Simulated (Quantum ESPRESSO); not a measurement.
# WC (P1) in Quantum ESPRESSO: single point with PBE

Aim: the single point of WC with PBE.

Everything below comes from runs of Quantum ESPRESSO 7.5. Logs are shortened: lines on timing, memory, paths and dates and some standing lists are left out, and cuts for length are marked.

### 1 The crystal as given

The typed cell holds 4 atoms: a = 3.194 Å, b = 3.139 Å, c = 5.329 Å, α = 73.40°, β = 67.52°, γ = 58.86°.

The cell comes from a database or a generator and needn't be the stable form of this composition.

### 2 Single point, PBE

run.py reads:

```python
import numpy as np
from ase.calculators.espresso import Espresso, EspressoProfile
from ase import Atoms

atoms = Atoms(['W', 'W', 'C', 'C'],
              cell=[[0.06433374, -2.17035201, -2.3423775], [-2.21402273, -0.0532311, -2.22481266], [2.26492824, 1.86856299, -4.44729973]],
              scaled_positions=[[0.49841269, 0.49859126, 0.49886254], [0.00251285, 0.00594371, 0.999251], [0.74955064, 0.74657607, 0.74861648], [0.24952382, 0.24888895, 0.25326998]],
              pbc=True)

input_data = {
    'control': {'calculation': 'scf', 'prefix': 'pwscf', 'outdir': './tmp', 'tprnfor': True, 'tstress': True, 'disk_io': 'nowf'},
    'system': {'ecutwfc': 55.0, 'ecutrho': 440.0, 'nbnd': 26, 'occupations': 'smearing', 'smearing': 'fd', 'degauss': 0.00367493},
    'electrons': {'conv_thr': 8e-10, 'electron_maxstep': 120, 'mixing_beta': 0.5},
}
pseudopotentials = {'W': 'W_pbe_v1.2.uspp.F.UPF', 'C': 'C.pbe-n-kjpaw_psl.1.0.0.UPF'}
profile = EspressoProfile(command='pw.x', pseudo_dir='pseudo')
dft = Espresso(profile=profile, input_data=input_data, pseudopotentials=pseudopotentials, kpts=(10, 10, 6), koffset=(0, 0, 0))
atoms.calc = dft

print(f'energy {atoms.get_potential_energy():.8f} eV')
print('forces (eV/A)')
print(np.round(atoms.get_forces(), 6))
print('stress (eV/A^3, Voigt)')
print(np.round(atoms.get_stress(), 8))
print(f'Fermi level {dft.get_fermi_level():.4f} eV')
```

Potentials or basis: SSSP 1.3 efficiency PBE.

Command:

```sh
$ OMP_NUM_THREADS=1 python run.py
```

The log of the run:

```text
energy -4830.67026521 eV
forces (eV/A)
[[ 0.080985  0.039663  0.049093]
 [ 0.016378  0.131921 -0.037883]
 [ 0.006736  0.066027 -0.181284]
 [-0.104099 -0.237611  0.170073]]
stress (eV/A^3, Voigt)
[ 0.07003523 -0.2469945   0.060558    0.0571296  -0.00300788 -0.02504918]
Fermi level 21.8626 eV
```

espresso.pwi:

```text
&CONTROL
   calculation      = 'scf'
   tstress          = .true.
   tprnfor          = .true.
   outdir           = './tmp'
   prefix           = 'pwscf'
   disk_io          = 'nowf'
   pseudo_dir       = 'pseudo'
/
&SYSTEM
   nbnd             = 26
   ecutwfc          = 55.0
   ecutrho          = 440.0
   occupations      = 'smearing'
   degauss          = 0.00367493
   smearing         = 'fd'
   ntyp             = 2
   nat              = 4
   ibrav            = 0
/
&ELECTRONS
   electron_maxstep = 120
   conv_thr         = 8e-10
   mixing_beta      = 0.5
/
&IONS
/
&CELL
/
&FCP
/
&RISM
/
ATOMIC_SPECIES
W 183.84 W_pbe_v1.2.uspp.F.UPF
C 12.011 C.pbe-n-kjpaw_psl.1.0.0.UPF

K_POINTS automatic
10 10 6  0 0 0

CELL_PARAMETERS angstrom
0.06433374000000 -2.17035201000000 -2.34237750000000
-2.21402273000000 -0.05323110000000 -2.22481266000000
2.26492824000000 1.86856299000000 -4.44729973000000

ATOMIC_POSITIONS angstrom
W 0.0580602245 -0.1761154654 -4.4953340576  
W 2.2502339607 1.8613932771 -4.4630783871  
C 0.0908476138 -0.2676927553 -6.7460443158  
C 0.0386453381 -0.0815522458 -2.2645777822
```

espresso.pwo:

```text
This program is part of the open-source Quantum ESPRESSO suite
     for quantum simulation of materials; please cite
         "P. Giannozzi et al., J. Phys.:Condens. Matter 21 395502 (2009);
         "P. Giannozzi et al., J. Phys.:Condens. Matter 29 465901 (2017);
         "P. Giannozzi et al., J. Chem. Phys. 152 154105 (2020);
     in publications or presentations arising from this work. More details at

Warning: card &CELL ignored
Warning: card &FCP ignored
Warning: card &RISM ignored

     file C.pbe-n-kjpaw_psl.1.0.0.UPF: wavefunction(s)  2S 2P renormalized

     G-vector sticks info
     --------------------
     sticks:   dense  smooth     PW     G-vecs:    dense   smooth      PW
     Sum        1069     533    171                44161    15581    2889

     Using Slab Decomposition

     bravais-lattice index     =            0
     lattice parameter (alat)  =       6.0357  a.u.
     unit-cell volume          =     283.4130 (a.u.)^3
     number of atoms/cell      =            4
     number of atomic types    =            2
     number of electrons       =        36.00
     number of Kohn-Sham states=           26
     kinetic-energy cutoff     =      55.0000  Ry
     charge density cutoff     =     440.0000  Ry
     scf convergence threshold =      8.0E-10
     mixing beta               =       0.5000
     number of iterations used =            8  plain     mixing
     Exchange-correlation= SLA  PW   PBX  PBC
                           (   1   4   3   4   0   0   0)

     celldm(1)=   6.035686  celldm(2)=   0.000000  celldm(3)=   0.000000
     celldm(4)=   0.000000  celldm(5)=   0.000000  celldm(6)=   0.000000

     crystal axes: (cart. coord. in units of alat)
               a(1) = (   0.020142  -0.679520  -0.733380 )
               a(2) = (  -0.693193  -0.016666  -0.696572 )
               a(3) = (   0.709131   0.585033  -1.392415 )

     reciprocal axes: (cart. coord. in units 2 pi/alat)
               b(1) = (  0.334163 -1.132053 -0.305457 )
               b(2) = ( -1.066925  0.381715 -0.382985 )
               b(3) = (  0.357739  0.405291 -0.365701 )

     PseudoPot. # 1 for W  read from file:
     W_pbe_v1.2.uspp.F.UPF
     Pseudo is Ultrasoft + core correction, Zval = 14.0
     Generated by new atomic code, or converted to UPF format
     Using radial grid of  923 points,  8 beta functions with:
                l(1) =   0
                l(2) =   0
                l(3) =   0
                l(4) =   1
                l(5) =   1
                l(6) =   2
                l(7) =   2
                l(8) =   3
     Q(r) pseudized with  6 coefficients,  rinner =    1.350   1.350   1.350
                                                       1.350   1.350   1.350
                                                       1.350

     PseudoPot. # 2 for C  read from file:
     C.pbe-n-kjpaw_psl.1.0.0.UPF
     Pseudo is Projector augmented-wave + core cor, Zval =  4.0
     Generated using "atomic" code by A. Dal Corso  v.5.1
     Shape of augmentation charge: PSQ
     Using radial grid of 1073 points,  4 beta functions with:
                l(1) =   0
                l(2) =   0
                l(3) =   1
                l(4) =   1
     Q(r) pseudized with 0 coefficients

     atomic species   valence    mass     pseudopotential
     W                14.00   183.84000     W ( 1.00)
     C                 4.00    12.01100     C ( 1.00)

     No symmetry found

   Cartesian axes

     site n.     atom                  positions (alat units)
         1        W      tau(   1) = (   0.0181782  -0.0551404  -1.4074541  )
         2        W      tau(   2) = (   0.7045307   0.5827877  -1.3973551  )
         3        C      tau(   3) = (   0.0284437  -0.0838125  -2.1121339  )
         4        C      tau(   4) = (   0.0120996  -0.0255334  -0.7090217  )

     number of k points=   304  Fermi-Dirac smearing, width (Ry)=  0.0037

     Number of k-points >= 100: set verbosity='high' to print them.

     Dense  grid:    44161 G-vectors     FFT dimensions: (  45,  40,  72)

     Smooth grid:    15581 G-vectors     FFT dimensions: (  30,  27,  48)

     Initial potential from superposition of free atoms

     starting charge      35.7992, renormalised to      36.0000

     negative rho (up, down):  1.262E-01 0.000E+00
     Starting wfcs are   34 randomized atomic wfcs

     Self-consistent Calculation

     iteration #  1     ecut=    55.00 Ry     beta= 0.50
     Davidson diagonalization with overlap
     ethr =  1.00E-02,  avg # of iterations =  2.1

     negative rho (up, down):  1.291E-01 0.000E+00

     total energy              =    -354.59849451 Ry
     estimated scf accuracy    <       1.16752203 Ry

     iteration #  2     ecut=    55.00 Ry     beta= 0.50
     Davidson diagonalization with overlap
     ethr =  3.24E-03,  avg # of iterations =  2.1

     negative rho (up, down):  1.331E-01 0.000E+00

     total energy              =    -354.93837587 Ry
     estimated scf accuracy    <       0.61976615 Ry

     iteration #  3     ecut=    55.00 Ry     beta= 0.50
     Davidson diagonalization with overlap
     ethr =  1.72E-03,  avg # of iterations =  1.8

     negative rho (up, down):  1.338E-01 0.000E+00

     total energy              =    -355.04519409 Ry
     estimated scf accuracy    <       0.01260010 Ry

     iteration #  4     ecut=    55.00 Ry     beta= 0.50
     Davidson diagonalization with overlap
     ethr =  3.50E-05,  avg # of iterations =  3.5

     negative rho (up, down):  1.361E-01 0.000E+00

     total energy              =    -355.04716574 Ry
     estimated scf accuracy    <       0.00435853 Ry

     iteration #  5     ecut=    55.00 Ry     beta= 0.50
     Davidson diagonalization with overlap
     ethr =  1.21E-05,  avg # of iterations =  2.1

     negative rho (up, down):  1.366E-01 0.000E+00

     total energy              =    -355.04770784 Ry
     estimated scf accuracy    <       0.00043599 Ry

     iteration #  6     ecut=    55.00 Ry     beta= 0.50
     Davidson diagonalization with overlap
     ethr =  1.21E-06,  avg # of iterations =  2.1

     negative rho (up, down):  1.366E-01 0.000E+00

     total energy              =    -355.04773916 Ry
     estimated scf accuracy    <       0.00002715 Ry

     iteration #  7     ecut=    55.00 Ry     beta= 0.50
     Davidson diagonalization with overlap
     ethr =  7.54E-08,  avg # of iterations =  2.3

     negative rho (up, down):  1.366E-01 0.000E+00

     total energy              =    -355.04774648 Ry
     estimated scf accuracy    <       0.00000559 Ry

     iteration #  8     ecut=    55.00 Ry     beta= 0.50
     Davidson diagonalization with overlap
     ethr =  1.55E-08,  avg # of iterations =  1.9

     negative rho (up, down):  1.365E-01 0.000E+00

     total energy              =    -355.04774675 Ry
     estimated scf accuracy    <       0.00000120 Ry

     iteration #  9     ecut=    55.00 Ry     beta= 0.50
     Davidson diagonalization with overlap
     ethr =  3.34E-09,  avg # of iterations =  2.6

     negative rho (up, down):  1.365E-01 0.000E+00

     total energy              =    -355.04774681 Ry
     estimated scf accuracy    <       0.00000024 Ry

     iteration # 10     ecut=    55.00 Ry     beta= 0.50
     Davidson diagonalization with overlap
     ethr =  6.69E-10,  avg # of iterations =  2.8

     negative rho (up, down):  1.365E-01 0.000E+00

     total energy              =    -355.04774686 Ry
     estimated scf accuracy    <          2.3E-09 Ry

     iteration # 11     ecut=    55.00 Ry     beta= 0.50
     Davidson diagonalization with overlap
     ethr =  6.40E-12,  avg # of iterations =  4.2

     negative rho (up, down):  1.365E-01 0.000E+00

     End of self-consistent calculation

     Number of k-points >= 100: set verbosity='high' to print the bands.

     the Fermi energy is    21.8626 ev

!    total energy              =    -355.04774686 Ry
     estimated scf accuracy    <          4.0E-10 Ry
     smearing contrib. (-TS)   =      -0.00122680 Ry
     internal energy E=F+TS    =    -355.04652006 Ry

     The total energy is F=E-TS. E is the sum of the following terms:
     one-electron contribution =     -20.60771318 Ry
     hartree contribution      =      33.81295907 Ry
     xc contribution           =     -91.87765955 Ry
     ewald contribution        =    -264.03520102 Ry
     one-center paw contrib.   =     -12.33890538 Ry

     convergence has been achieved in  11 iterations

     negative rho (up, down):  1.365E-01 0.000E+00

     Forces acting on atoms (cartesian axes, Ry/au):

     atom    1 type  1   force =     0.00314983    0.00154264    0.00190943
     atom    2 type  1   force =     0.00063699    0.00513091   -0.00147342
     atom    3 type  2   force =     0.00026198    0.00256803   -0.00705081
     atom    4 type  2   force =    -0.00404879   -0.00924158    0.00661480

     Total force =     0.015709     Total SCF correction =     0.000006

     Computing stress (Cartesian axis) and pressure

     negative rho (up, down):  1.365E-01 0.000E+00
          total   stress  (Ry/bohr**3)                   (kbar)     P=       62.17
  -0.00076278   0.00027282   0.00003276         -112.21       40.13        4.82
   0.00027282   0.00269011  -0.00062222           40.13      395.73      -91.53
   0.00003276  -0.00062222  -0.00065956            4.82      -91.53      -97.02

=------------------------------------------------------------------------------=
   JOB DONE.
=------------------------------------------------------------------------------=
```

Run time: 2.6 min. Hardware: 1 thread of AMD EPYC 9R14 (Zen 4), shared host; peak memory 0.58 GiB.

Results:

```yaml
Free_energy: -4830.6707 eV
Pressure: 6.2 GPa
Largest_force: 0.310 eV/Å
Band_gap_on_the_k_mesh: none (metal or under the smearing width)
```

Forces in eV/Å, atoms in the order of the input:
```
W    0.081  0.040  0.049
W    0.016  0.132 -0.038
C    0.007  0.066 -0.181
C   -0.104 -0.238  0.170
```

Spin-orbit coupling is left out, which matters for the levels of W.
